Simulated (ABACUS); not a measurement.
The system is HfC.

```
Hf C
1.0
     0.00000    2.32500    2.32500
     2.32500    0.00000    2.32500
     2.32500    2.32500    0.00000
Hf C
1 1
Direct
  0.50000 0.50000 0.50000
  0.00000 0.00000 0.00000
```

| Property | Result |
| --- | --- |
| Program | ABACUS 3.10.1 |
| Task | single point |
| Functional | PBE |
| Potentials or basis | PseudoDojo NC SR 0.4.1 PBE standard |
| Cutoff | 1361 eV |
| Density cutoff | 5442 eV |
| Basis | DZP LCAO (the cutoffs set its grid) |
| k mesh | 10 × 10 × 10 |
| Occupations | fermi-dirac, width 0.05 eV |
| Spin | no spin polarisation |

On this cell: pressure 1.0 GPa; largest force zero by symmetry; band gap on the k mesh none (metal or under the smearing width).

The same run follows on a disturbed copy (atoms moved at random, drawn with an rms of 0.05 Å):

```
Hf C
1.0
     0.00000    2.32500    2.32500
     2.32500    0.00000    2.32500
     2.32500    2.32500    0.00000
Hf C
1 1
Direct
  0.48872 0.50833 0.48842
  0.99015 0.01910 0.99366
```

What changes?

The energy (extrapolated to zero smearing) moves by +4.8 meV/atom; pressure 1.2 GPa; largest force 0.375 eV/Å; band gap on the k mesh none (metal or under the smearing width).

Forces on the atoms (eV/Å):
```
Hf   0.283  0.118  0.216
C   -0.283 -0.118 -0.216
```

Stress tensor (GPa, compression positive):
```
 1.41 -0.09 -0.17
-0.09  1.09 -0.07
-0.17 -0.07  1.24
```

Caveats: the atomic orbitals were generated for these runs and aren't a published set; the basis of atomic orbitals isn't converged, which shifts pressures, moduli and gaps.
